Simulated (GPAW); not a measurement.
# BP (F-43m) in GPAW: further runs

The runs below take BP through band structure, equation of state, with M06-L, PBE+D3.

Program: GPAW 26.7.0. These are calculated values, not measurements. Logs are shortened: lines on timing, memory, paths and dates and some standing lists are left out, and cuts for length are marked. The log counts tension as positive stress, the text compression.

**Measured values to compare with.**

“Equation of state of single-crystal cubic boron phosphide”, 2014, arxiv:1407.1677 reports, for a bulk crystal of BP at 300 K: bulk modulus 179 ± 1 GPa.

The results are compared with them further down.

## 1. Starting point

It takes space group F-43m (No. 216, cubic). The conventional cell has a = 4.538 Å, b = 4.538 Å, c = 4.538 Å, α = 90.00°, β = 90.00°, γ = 90.00°. P (site symmetry -43m) is surrounded by 4 B at 1.97 Å. B (site symmetry -43m) is surrounded by 4 P at 1.97 Å.

## 2. Band structure, M06-L

Input file run.py:

```python
import spglib
from ase import Atoms
from ase.dft.bandgap import bandgap
from ase.io import read, write
from ase.units import GPa
from gpaw import GPAW, PW

atoms = read('BP.cif')
cell, positions, numbers = spglib.find_primitive(
    (atoms.cell[:], atoms.get_scaled_positions(), atoms.numbers), symprec=1e-4)
atoms = Atoms(numbers, cell=cell, scaled_positions=positions, pbc=True)

calc = GPAW(mode=PW(800),
            xc='M06-L',
            kpts={'size': (10, 10, 10), 'gamma': True},
            occupations={'name': 'fermi-dirac', 'width': 0.05},
            nbands=11,
            convergence={'density': 1e-05, 'energy': 1e-05},
            maxiter=150,
            txt='gpaw.txt')
atoms.calc = calc
energy = atoms.get_potential_energy()
forces = atoms.get_forces()
stress = atoms.get_stress()
calc.write('gs.gpw')
write('result.traj', atoms)
print(f'Energy: {energy:.6f} eV')
print('Forces (eV/A):')
print(forces.round(4))
print('Stress (GPa):', (stress / GPa).round(3))
print('Fermi level:', round(calc.get_fermi_level(), 4), 'eV')
print(f'Gap: {bandgap(calc)[0]:.4f} eV, direct: {bandgap(calc, direct=True)[0]:.4f} eV')

path = atoms.cell.bandpath('GXWKGLUWLK,UX', npoints=60, eps=1e-4)
bs_calc = calc.fixed_density(kpts=path, symmetry='off', nbands=19,
                             convergence={'bands': 'CBM+6.0', 'eigenstates': 1e-6}, txt='bands.txt')
bs = bs_calc.band_structure()
bs.write('bs.json')
print(f'Gap on the path: {bandgap(bs_calc)[0]:.4f} eV')
```

Input file BP.cif:

```cif
data_BP
_cell_length_a 4.53800000
_cell_length_b 4.53800000
_cell_length_c 4.53800000
_cell_angle_alpha 90.00000000
_cell_angle_beta 90.00000000
_cell_angle_gamma 90.00000000
_space_group_name_H-M_alt 'F-43m'
_space_group_name_Hall 'F -4 2 3'
_space_group_IT_number 216
loop_
_space_group_symop_operation_xyz
'x,y,z'
'y,-x,-z'
'-x,-y,z'
'-y,x,-z'
'x,-y,-z'
'y,x,z'
'-x,y,-z'
'-y,-x,z'
'z,x,y'
'-z,y,-x'
'z,-x,-y'
'-z,-y,x'
'-z,x,-y'
'z,y,x'
'-z,-x,y'
'z,-y,-x'
'y,z,x'
'-x,-z,y'
'-y,z,-x'
'x,-z,-y'
'-y,-z,x'
'x,z,y'
'y,-z,-x'
'-x,z,-y'
'x,y+1/2,z+1/2'
'y,-x+1/2,-z+1/2'
'-x,-y+1/2,z+1/2'
'-y,x+1/2,-z+1/2'
'x,-y+1/2,-z+1/2'
'y,x+1/2,z+1/2'
'-x,y+1/2,-z+1/2'
'-y,-x+1/2,z+1/2'
'z,x+1/2,y+1/2'
'-z,y+1/2,-x+1/2'
'z,-x+1/2,-y+1/2'
'-z,-y+1/2,x+1/2'
'-z,x+1/2,-y+1/2'
'z,y+1/2,x+1/2'
'-z,-x+1/2,y+1/2'
'z,-y+1/2,-x+1/2'
'y,z+1/2,x+1/2'
'-x,-z+1/2,y+1/2'
'-y,z+1/2,-x+1/2'
'x,-z+1/2,-y+1/2'
'-y,-z+1/2,x+1/2'
'x,z+1/2,y+1/2'
'y,-z+1/2,-x+1/2'
'-x,z+1/2,-y+1/2'
'x+1/2,y,z+1/2'
'y+1/2,-x,-z+1/2'
'-x+1/2,-y,z+1/2'
'-y+1/2,x,-z+1/2'
'x+1/2,-y,-z+1/2'
'y+1/2,x,z+1/2'
'-x+1/2,y,-z+1/2'
'-y+1/2,-x,z+1/2'
'z+1/2,x,y+1/2'
'-z+1/2,y,-x+1/2'
'z+1/2,-x,-y+1/2'
'-z+1/2,-y,x+1/2'
'-z+1/2,x,-y+1/2'
'z+1/2,y,x+1/2'
'-z+1/2,-x,y+1/2'
'z+1/2,-y,-x+1/2'
'y+1/2,z,x+1/2'
'-x+1/2,-z,y+1/2'
'-y+1/2,z,-x+1/2'
'x+1/2,-z,-y+1/2'
'-y+1/2,-z,x+1/2'
'x+1/2,z,y+1/2'
'y+1/2,-z,-x+1/2'
'-x+1/2,z,-y+1/2'
'x+1/2,y+1/2,z'
'y+1/2,-x+1/2,-z'
'-x+1/2,-y+1/2,z'
'-y+1/2,x+1/2,-z'
'x+1/2,-y+1/2,-z'
'y+1/2,x+1/2,z'
'-x+1/2,y+1/2,-z'
'-y+1/2,-x+1/2,z'
'z+1/2,x+1/2,y'
'-z+1/2,y+1/2,-x'
'z+1/2,-x+1/2,-y'
'-z+1/2,-y+1/2,x'
'-z+1/2,x+1/2,-y'
'z+1/2,y+1/2,x'
'-z+1/2,-x+1/2,y'
'z+1/2,-y+1/2,-x'
'y+1/2,z+1/2,x'
'-x+1/2,-z+1/2,y'
'-y+1/2,z+1/2,-x'
'x+1/2,-z+1/2,-y'
'-y+1/2,-z+1/2,x'
'x+1/2,z+1/2,y'
'y+1/2,-z+1/2,-x'
'-x+1/2,z+1/2,-y'
loop_
_atom_site_label
_atom_site_type_symbol
_atom_site_symmetry_multiplicity
_atom_site_Wyckoff_symbol
_atom_site_fract_x
_atom_site_fract_y
_atom_site_fract_z
_atom_site_occupancy
P1 P 4 c 0.2500000000 0.2500000000 0.2500000000 1
B1 B 4 a 0.0000000000 0.0000000000 0.0000000000 1
```

Potentials or basis: GPAW PAW data sets (gpaw-data 1.2.1), pw.

Command:

```
OMP_NUM_THREADS=1 python run.py
```

gpaw.txt:

```text
__  _  _
 | _ |_)|_||  |
 |__||  | ||/\| - 26.7.0

Input parameters:
  mode=PW(ecut=800.0),
  convergence={'density': 1e-05, 'energy': 1e-05},
  kpts=MonkhorstPack(size=(10, 10, 10), gamma=True),
  maxiter=150,
  nbands=11,
  occupations=Occupations(name='fermi-dirac', width=0.05),
  xc=XC(name='M06-L')

Diagonalizing LCAO Hamiltonian
Converting LCAO to pw mode

           P
       B

Atoms  # Å, Bohr magnetons
|   | symbol |        x |        y |        z |    initial magnetic moments |
|---|--------|----------|----------|----------|-----------------------------|
| 0 |      P | 1.134500 | 1.134500 | 1.134500 | ( 0.0000,  0.0000,  0.0000) |
| 1 |      B | 0.000000 | 0.000000 | 0.000000 | ( 0.0000,  0.0000,  0.0000) |

Unit cell  # Å
| periodic |        x |        y |        z |  lengths |    angles |
|----------|----------|----------|----------|----------|-----------|
|      yes | 0.000000 | 2.269000 | 2.269000 | 3.208851 | 60.000000 |
|      yes | 2.269000 | 0.000000 | 2.269000 | 3.208851 | 60.000000 |
|      yes | 2.269000 | 2.269000 | 0.000000 | 3.208851 | 60.000000 |

Number of symmetries: 24
Symmetry operations  # r_c * U_cc + t_c -> r_c
|    | kind |            matrix            |
|----|------|------------------------------|
|  0 |  E   |  1, 0, 0,  0, 1, 0,  0, 0, 1 |
|  1 |  σ   |  1, 0, 0,  0, 0, 1,  0, 1, 0 |
|  2 |  σ   |  1, 0,-1,  0, 1,-1,  0, 0,-1 |
|  3 |  C3  |  1, 0,-1,  0, 0,-1,  0, 1,-1 |
|  4 |  C3  |  1,-1, 0,  0,-1, 1,  0,-1, 0 |
|  5 |  σ   |  1,-1, 0,  0,-1, 0,  0,-1, 1 |
|  6 |  σ   |  0, 1, 0,  1, 0, 0,  0, 0, 1 |
|  7 |  C3  |  0, 1, 0,  0, 0, 1,  1, 0, 0 |
|  8 |  C2  |  0, 1,-1,  1, 0,-1,  0, 0,-1 |
|  9 |  S4  |  0, 1,-1,  0, 0,-1,  1, 0,-1 |
| 10 |  C3  |  0, 0, 1,  1, 0, 0,  0, 1, 0 |
| 11 |  σ   |  0, 0, 1,  0, 1, 0,  1, 0, 0 |
| 12 |  S4  |  0, 0,-1,  1, 0,-1,  0, 1,-1 |
| 13 |  C3  |  0, 0,-1,  0, 1,-1,  1, 0,-1 |
| 14 |  S4  |  0,-1, 1,  1,-1, 0,  0,-1, 0 |
| 15 |  C2  |  0,-1, 1,  0,-1, 0,  1,-1, 0 |
| 16 |  C3  |  0,-1, 0,  1,-1, 0,  0,-1, 1 |
| 17 |  S4  |  0,-1, 0,  0,-1, 1,  1,-1, 0 |
| 18 |  S4  | -1, 1, 0, -1, 0, 1, -1, 0, 0 |
| 19 |  C3  | -1, 1, 0, -1, 0, 0, -1, 0, 1 |
| 20 |  C3  | -1, 0, 1, -1, 1, 0, -1, 0, 0 |
| 21 |  S4  | -1, 0, 1, -1, 0, 0, -1, 1, 0 |
| 22 |  σ   | -1, 0, 0, -1, 1, 0, -1, 0, 1 |
| 23 |  C2  | -1, 0, 0, -1, 0, 1, -1, 1, 0 |

BZ-sampling:
  Number of BZ points: 1000
  Number of IBZ points: 47

  Monkhorst-Pack size: [10, 10, 10]
  Monkhorst-Pack shift: [0.05, 0.05, 0.05]

K-points  # in reciprocal-cell coordinates
|     |                                coordinates |     weight |
|-----|--------------------------------------------|------------|
|   0 | (  0.00000000,   0.00000000,   0.00000000) | 0.00100000 |
|   1 | (  0.10000000,   0.10000000,   0.00000000) | 0.00600000 |
|   2 | (  0.10000000,   0.10000000,   0.10000000) | 0.00800000 |
|   3 | (  0.20000000,   0.10000000,   0.10000000) | 0.01200000 |
|   4 | (  0.20000000,   0.20000000,   0.00000000) | 0.00600000 |
|   5 | (  0.20000000,   0.20000000,   0.10000000) | 0.02400000 |
|   6 | (  0.20000000,   0.20000000,   0.20000000) | 0.00800000 |
|   7 | (  0.30000000,   0.20000000,   0.10000000) | 0.02400000 |
|   8 | (  0.30000000,   0.20000000,   0.20000000) | 0.02400000 |
|   9 | (  0.30000000,   0.30000000,   0.00000000) | 0.00600000 |
| ... |                                            |            |
|  46 | (  0.50000000,   0.50000000,   0.50000000) | 0.00400000 |

Plane wave coefficients: 1243
Cutoff: 800.0 eV

Spin-components: 1 (collinear spins)
Bands:           11
Projectors:      10
Spin-degeneracy: 2
Datatype:        complex128

Parallelization:
  kpt:    1
  domain: 1
  band:   1

Density:
  Valence electrons: 8.0
  Components: 1
  Grid points: [21 21 21]
  Charge: 0.0  # |e|

Potential:
  Grid points: [21 21 21]

species:
  P:
    name:    Phosphorus
    Z:       15.0
    valence: 5
    core:    10
    charge:  0.0  # [|e|]
    compensation charges:
      type: gauss
      rc: 0.30  # [Å]
      lmax: 2
    cutoffs:
      filter: 1.69  # [Å]
      core: 1.81  # [Å]
    projectors
    | kind |    occ | energy [eV] | rcut [Å] |
    |------|--------|-------------|----------|
    |   3s |  2.000 |     -13.968 |    0.953 |
    |   3p |  3.000 |      -5.506 |    0.953 |
    |    s |        |      13.244 |    0.953 |
    |    p |        |      21.705 |    0.953 |
    |    d |        |       0.000 |    0.953 |

    Using partial waves for P as LCAO basis

  B:
    name:    Boron
    Z:       5.0
    valence: 3
    core:    2
    charge:  0.0  # [|e|]
    compensation charges:
      type: gauss
      rc: 0.20  # [Å]
      lmax: 2
    cutoffs:
      filter: 1.14  # [Å]
      core: 1.38  # [Å]
    projectors
    | kind |    occ | energy [eV] | rcut [Å] |
    |------|--------|-------------|----------|
    |   2s |  2.000 |      -9.443 |    0.635 |
    |   2p |  1.000 |      -3.606 |    0.635 |
    |    s |        |      17.768 |    0.635 |
    |    p |        |      23.605 |    0.635 |
    |    d |        |       0.000 |    0.635 |

    Using partial waves for B as LCAO basis

Reference energy: -9972.403226  # eV

eigensolver:
  PPCG
  Converge bands: occupied
  niter=2

density mixing:
  MSR1-Mixer
  Pratt-step length: 0.05
  Maximum mixing coefficient: 0.75
  Old densities: 10
  SVD Regularization: 0.005
  Good broyden scale: 1.0
  Trust region scale: 1.0
  Backstep threshold: 4.0
  History deletion threshold: 6.0
  Fourier metric: weight=20.0, sigma=0.015

occupation numbers:
  Fermi-Dirac:
    width: 0.0500  # eV

poisson solver:
  ecut: 6400.0  # eV

xc functional:
  name: M06-L with 2 nearest neighbor stencil

convergence criteria:
- Maximum integral of absolute [dens]ity change: 1e-05 electrons / valence electron
- Maximum [total energy] change in last 3 cyles: 1e-05 eV / valence electron
- Maximum integral of absolute [eigenst]ate change: 4e-08 eV^2 / valence electron
maximum number of iterations: 150

SCF iterations
|iter     | |      energy | eigst |  dens |
|---------|-|-------------|-------|-------|
|iter:   1| |  -49.247007 | +3.05 |       |
|iter:   2| |  -13.069615 | +2.11 | -0.26 |
|iter:   3| |  -17.650553 | -0.52 | -0.92 |
|iter:   4| |  -17.679285 | -1.21 | -0.88 |
|iter:   5| |  -17.854178 | -1.55 | -1.22 |
|iter:   6| |  -17.845926 | -3.20 | -1.46 |
|iter:   7| |  -17.827029 | -2.75 | -1.50 |
|iter:   8| |  -17.826254 | -3.42 | -1.74 |
|iter:   9| |  -17.824608 | -3.81 | -1.77 |
|iter:  10| |  -17.827402 | -4.07 | -1.89 |
|iter:  11| |  -17.828542 | -4.39 | -1.93 |
|iter:  12| |  -17.830112 | -3.44 | -2.03 |
|iter:  13| |  -17.831693 | -3.89 | -2.47 |
|iter:  14| |  -17.831774 | -4.97 | -3.24 |
|iter:  15| |  -17.831793 | -5.39 | -3.59 |
|iter:  16| |  -17.831793c| -6.22 | -3.99 |
|iter:  17| |  -17.831792c| -6.83 | -4.18 |
|iter:  18| |  -17.831792c| -7.90c| -4.89 |
|iter:  19| |  -17.831792c| -8.69c| -5.21c|

Converged in 19 steps
Energy contributions relative to reference atoms: (reference = -9972.403226)

Energy contributions:
  Kinetic:           6.732554
  Coulomb:          -4.897060
  Zero:             -0.103805
  External:          0.000000
  Xc:              -19.563480
  Entropy:          -0.000000
  Spinorbit:         0.000000
  ----------------------------
  Free energy:     -17.831792
  Extrapolated:    -17.831792

dipole moment: (-10.580071, -10.580071, -10.580071)  # |e|*Ang

Fermi level: 8.901
Eigenvalues  # (at kpt = [0.000, 0.000, 0.000])
| band index |      eig [eV] | occ [0-2] |
|------------|---------------|-----------|
|          0 |        -7.997 |     2.000 |
|          1 |         8.159 |     2.000 |
|          2 |         8.159 |     2.000 |
|          3 |         8.159 |     2.000 |
|          4 |        11.808 |     0.000 |
|          5 |        11.808 |     0.000 |
|          6 |        11.808 |     0.000 |
|          7 |        16.288 |     0.000 |
|          8 |        20.288 |     0.000 |
|          9 |        20.644 |     0.000 |
|         10 |        20.644 |     0.000 |

Gap: 1.516 eV
Transition (v -> c):
  (s=0, k=0, n=3, [0.00, 0.00, 0.00]) -> (s=0, k=24, n=4, [0.40, 0.40, 0.00])
Direct/indirect transitions are different
Direct gap: 3.649 eV
Transition at: (s=0, k=0, n=3, [0.00, 0.00, 0.00])

Forces  # eV/Ang
|        x |       y |        z |
|----------|---------|----------|
| -0.00000 | 0.00000 | -0.00000 |  # P    0
| -0.00000 | 0.00000 |  0.00000 |  # B    1

Stress tensor  # eV/Ang^3
|         x |         y |         z |
|-----------|-----------|-----------|
|  0.018042 |  0.000000 | -0.000000 |
|  0.000000 |  0.018042 | -0.000000 |
| -0.000000 | -0.000000 |  0.018042 |

# Writing to gs.gpw (mode='')
```

Wall time 2.2 min (1 thread of Arm Neoverse V1, shared host); peak memory 0.25 GiB.

What came out:

| Quantity | Value |
| --- | --- |
| Free energy | -17.8318 eV |
| Pressure | -2.9 GPa |
| Band gap on the k mesh | 1.52 eV, indirect (least direct gap 3.65 eV) |
| Band gap along the path | 1.53 eV, indirect (least direct gap 3.65 eV) |

Levels at the corners of the path, in eV from the valence-band top:
| point | band 2 | band 3 | band 4 | band 5 | band 6 | band 7 |
| --- | --- | --- | --- | --- | --- | --- |
| Γ | 0.00 | 0.00 | 0.00 | 3.65 | 3.65 | 3.65 |
| X | -9.04 | -4.29 | -4.29 | 1.62 | 1.99 | 12.90 |
| W | -8.55 | -5.81 | -5.62 | 5.76 | 7.10 | 7.91 |
| K | -8.62 | -6.37 | -3.66 | 2.48 | 6.44 | 10.34 |
| Γ | 0.00 | 0.00 | 0.00 | 3.65 | 3.65 | 3.65 |
| L | -9.37 | -1.87 | -1.87 | 4.19 | 5.10 | 5.10 |
| U | -8.62 | -6.37 | -3.66 | 2.48 | 6.44 | 10.34 |
| W | -8.55 | -5.81 | -5.62 | 5.76 | 7.10 | 7.91 |
| L | -9.37 | -1.87 | -1.87 | 4.19 | 5.10 | 5.10 |
| K | -8.62 | -6.37 | -3.66 | 2.48 | 6.44 | 10.34 |
| U | -8.62 | -6.37 | -3.66 | 2.48 | 6.44 | 10.34 |
| X | -9.04 | -4.29 | -4.29 | 1.62 | 1.99 | 12.90 |

Caveat: the PAW data sets were made with another functional, which shifts forces and pressure a little.

## 3. Equation of state, PBE+D3

Input file run.py:

```python
import spglib
from ase import Atoms
from ase.calculators.mixing import SumCalculator
from ase.eos import EquationOfState
from ase.io import Trajectory, read
from ase.units import GPa
from dftd3.ase import DFTD3
from gpaw import GPAW, PW

atoms = read('BP.cif')
cell, positions, numbers = spglib.find_primitive(
    (atoms.cell[:], atoms.get_scaled_positions(), atoms.numbers), symprec=1e-4)
atoms = Atoms(numbers, cell=cell, scaled_positions=positions, pbc=True)

traj = Trajectory('eos.traj', 'w')
volumes, energies = [], []
for x in [0.94, 0.96, 0.98, 1.0, 1.02, 1.04, 1.06]:
    a = atoms.copy()
    a.set_cell(atoms.cell * x**(1 / 3), scale_atoms=True)
    calc = GPAW(mode=PW(800),
                xc='PBE',
                kpts={'size': (10, 10, 10), 'gamma': True},
                occupations={'name': 'fermi-dirac', 'width': 0.05},
                nbands=11,
                convergence={'density': 1e-05, 'energy': 1e-05},
                maxiter=150,
                txt=f'eos-{x:.2f}.txt')
    a.calc = SumCalculator([calc, DFTD3(method='pbe', damping='d3zero')])
    energies.append(a.get_potential_energy())
    volumes.append(a.get_volume())
    p = -a.get_stress()[:3].mean() / GPa
    calc.write(f'eos-{x:.2f}.gpw')
    traj.write(a)
    print(f'{x:.2f} {volumes[-1]:10.4f} A^3 {energies[-1]:14.6f} eV {p:9.3f} GPa', flush=True)

v0, e0, B = EquationOfState(volumes, energies, eos='birchmurnaghan').fit()
print(f'V0 = {v0:.4f} A^3, E0 = {e0:.6f} eV, B0 = {B / GPa:.2f} GPa')
```

BP.cif is that of step 2.

Potentials or basis: GPAW PAW data sets (gpaw-data 1.2.1), pw.

Command:

```
OMP_NUM_THREADS=1 python run.py
```

It took 1.7 min on 1 thread of Arm Neoverse V1, shared host; peak memory 0.25 GiB.

It converged, with:

```yaml
Equilibrium_volume: 11.61 Å³/atom
Bulk_modulus: 166 GPa
Pressure_derivative_of_the_bulk_modulus: 3.9
```

Energy against volume, from the lowest point:
```csv
volume (Å³/atom),energy (meV/atom)
10.981,19.50
11.214,7.40
11.448,1.08
11.682,0.00
11.915,3.67
12.149,11.63
12.383,23.49
```

## 4. How close it comes

Step 3. Against the measured bulk modulus of BP, 179 GPa (300 K; “Equation of state of single-crystal cubic boron phosphide”, 2014, arxiv:1407.1677), the calculated 166 GPa is off by -7.1 %. 3 values of this kind are on record (173 to 179 GPa); this one was drawn at random among those near their median, those with a stated uncertainty first. The fit is for a static lattice scaled at fixed shape and fixed fractional positions.
